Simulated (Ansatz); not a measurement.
# SrO: how the settings move a relaxation

How sensitive is a relaxation of SrO to its settings? A reference run comes first, then one run with altered input.

The COD entry's cell or inner coordinates are ideal or old and differ from later refinements, so a difference from it is no clean test against experiment.

Computed with Ansatz 0.2.0 (reference: DFT, PBEsol, PAW with Ansatz's default frozen-core files, scalar-relativistic; relaxation of cell and atoms, unless a step's input says otherwise).

2 further runs of the same task are left out: 1 that didn't finish, 1 set aside as unsound or not needed.

### Step 1. Starting point

The structure is cubic, space group Fm-3m (No. 225). Conventional cell: a = 5.133 Å, b = 5.133 Å, c = 5.133 Å, α = 90.00°, β = 90.00°, γ = 90.00°. Sr (site symmetry m-3m) has 6 O at 2.57 Å as nearest neighbours. O (site symmetry m-3m) has 6 Sr at 2.57 Å as nearest neighbours.

Coordinates:

```cif
data_structure
_symmetry_space_group_name_H-M 'Fm-3m'
_symmetry_Int_Tables_number 225
_cell_length_a 5.1326
_cell_length_b 5.1326
_cell_length_c 5.1326
_cell_angle_alpha 90.000
_cell_angle_beta 90.000
_cell_angle_gamma 90.000
_cell_volume 135.21
loop_
_atom_site_label
_atom_site_type_symbol
_atom_site_symmetry_multiplicity
_atom_site_Wyckoff_symbol
_atom_site_fract_x
_atom_site_fract_y
_atom_site_fract_z
_atom_site_occupancy
Sr1 Sr 4 b 0.50000 0.00000 0.00000 1
O1 O 4 a 0.00000 0.00000 0.00000 1
```

### Step 2. Baseline

The input, input.yaml:

```yaml
crystal:
  lattice:
    - [0.0, 2.5663, 2.5663]
    - [2.5663, 0.0, 2.5663]
    - [2.5663, 2.5663, 0.0]
  atoms:
    - { symbol: Sr, position: [0.5, 0.5, 0.5] }
    - { symbol: O, position: [0.0, 0.0, 0.0] }
kpoints:
  mp_grid: { grid: [12, 12, 12] }
scf:
  occupations: { method: fermi_dirac, width: 0.1 }
hamiltonian:
  xc: pbesol
  pseudopotentials: { kind: paw }
relax:
  f_tol: 0.002
  max_steps: 80
  cell: {}
output:
  forces: true
  stress: true
  write_density: true
  write_potential: true
  elf: true
  volumetric_format: npy
```

On the command line:

```bash
$ ansatz run input.yaml --threads 2 --pin off --max-ram 5120MiB --backend cpu --events-out ev --progress --plain --runs-dir out
```

### Step 3. Variant: mp_grid.grid [8, 8, 8], occupations.method methfessel_paxton, occupations.width 0.2, xc lda, ecutwfc 250 eV

The input, input.yaml:

```yaml
crystal:
  lattice:
    - [0.0, 2.5663, 2.5663]
    - [2.5663, 0.0, 2.5663]
    - [2.5663, 2.5663, 0.0]
  atoms:
    - { symbol: Sr, position: [0.5, 0.5, 0.5] }
    - { symbol: O, position: [0.0, 0.0, 0.0] }
kpoints:
  mp_grid: { grid: [8, 8, 8] }
scf:
  occupations: { method: methfessel_paxton, width: 0.2 }
hamiltonian:
  xc: lda
  pseudopotentials: { kind: paw }
relax:
  f_tol: 0.002
  max_steps: 80
  cell: {}
output:
  forces: true
  stress: true
basis:
  ecutwfc: "250 eV"
```

**Question.** What will these runs give? Wanted: for each run, ending; energy change; pressure; gap; force.

The runs gave:

| run | ending | energy change | pressure (GPa) | gap (eV) | force (eV/Å) | cycles | time |
| --- | --- | --- | --- | --- | --- | --- | --- |
| reference | converged | - | 0.0 | 3.20 | 0.00 | 27 | 1.7 s |
| 1: mp_grid.grid [8, 8, 8], occupations.method methfessel_paxton, occupations.width 0.2, xc lda, ecutwfc 250 eV | converged | not comparable | 0.0 | 3.07 | 0.00 | 59 | 1.6 s |

Times don't compare one to one where runs were asked for different outputs or read a saved state (see the inputs); cycles may leave out searches for a lower state.

A change of functional puts the total energy on another scale; the gap on the mesh goes from 3.20 to 3.07 eV and the final volume goes from 33.61 to 32.72 Å³. The k-point mesh, smearing and cutoff changed too. The cutoff is under what these potentials recommend, as the log warns, so basis error is mixed in. Run 1 ran under the cutoff that the potentials recommend, as the log warns, so basis error is mixed into its values.
